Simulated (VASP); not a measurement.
Runs of VASP 6.6.1 on Al. The structure is cubic, space group Im-3m (No. 229). The conventional cell has a = 3.214 Å, b = 3.214 Å, c = 3.214 Å, α = 90.00°, β = 90.00°, γ = 90.00°. Al (site symmetry m-3m) has 8 Al at 2.78 Å as nearest neighbours. This isn't the form of Al at room conditions, which is fcc.

| task | level | potentials or basis | cell | k mesh | cutoff (eV) | mesh quality | gap on the mesh (eV) | pressure (GPa) | relaxed volume (Å³/atom) |
| --- | --- | --- | --- | --- | --- | --- | --- | --- | --- |
| relaxation of cell and atoms | PBEsol | VASP PAW PBE potentials, release 64 (Al) | relaxed | 6 × 6 × 6 | 600 | coarse | none | 0.0 | (a) |
| relaxation of cell and atoms | PBEsol | VASP PAW PBE potentials, release 64 (Al) | relaxed | 18 × 18 × 18 | 580 | not flagged | none | 0.0 | - |
| relaxation of cell and atoms | LDA | VASP PAW LDA potentials, release 64 (Al) | relaxed | 18 × 18 × 18 | 600 | not flagged | none | 0.0 | 16.24 |
| relaxation of cell and atoms | RPBE | VASP PAW PBE potentials, release 64 (Al) | relaxed | 18 × 18 × 18 | 600 | not flagged | none | 0.0 | 17.21 |
| relaxation of cell and atoms | PBEsol | VASP PAW PBE potentials, release 64 (Al) | relaxed | 18 × 18 × 18 | 300 | not flagged | none | 0.0 | - |
| single point | PBEsol | VASP PAW PBE potentials, release 64 (Al) | as given | 18 × 18 × 18 | 520 | not flagged | none | 0.0 | - |
| relaxation of cell and atoms | PBEsol | VASP PAW PBE potentials, release 64 (Al) | relaxed | 18 × 18 × 18 | 600 | not flagged | none | 0.0 | - |

Alike in all rows: no spin polarisation; smearing gaussian 0.1 eV.

Question: Estimate the missing entries.

Answer: (a) 16.66.

Caveats: some runs use coarse meshes; the PAW data sets were made with another functional, which shifts forces and pressure a little (some runs); the relaxation stopped at its first step, so nothing moved (some runs).

A gap of «none» marks a metal or a gap under the smearing width.

Runs at the PBE level aren't shown here.
